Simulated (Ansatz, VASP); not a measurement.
**Pd: VASP beside Ansatz**

```
Pd
1.0
    -1.56987    1.56987    1.56987
     1.56987   -1.56987    1.56987
     1.56987    1.56987   -1.56987
Pd
1
Direct
  0.00000 0.00000 0.00000
```

Alike in both runs: task single point; functional PBE; k mesh 8 × 8 × 8; occupations gaussian, width 0.05 eV; no spin polarisation.

```csv
,VASP,Ansatz
version,VASP 6.6.1,Ansatz 0.2.0
potentials or method,"VASP PAW PBE potentials, release 64 (Pd)","scalar-relativistic, plane waves, PAW"
plane-wave cutoff (eV),520,600
valence electrons in the cell,10,18
```

|  | VASP | Ansatz | Ansatz less VASP |
| --- | --- | --- | --- |
| gap on the k mesh at the Fermi level (eV) | none | none | - |
| pressure (GPa) | -0.3 | 0.0 | +0.28 |

A gap of «none» marks a metal or a gap that the smearing closes. The two sets of potentials don't hold the same shells in valence.
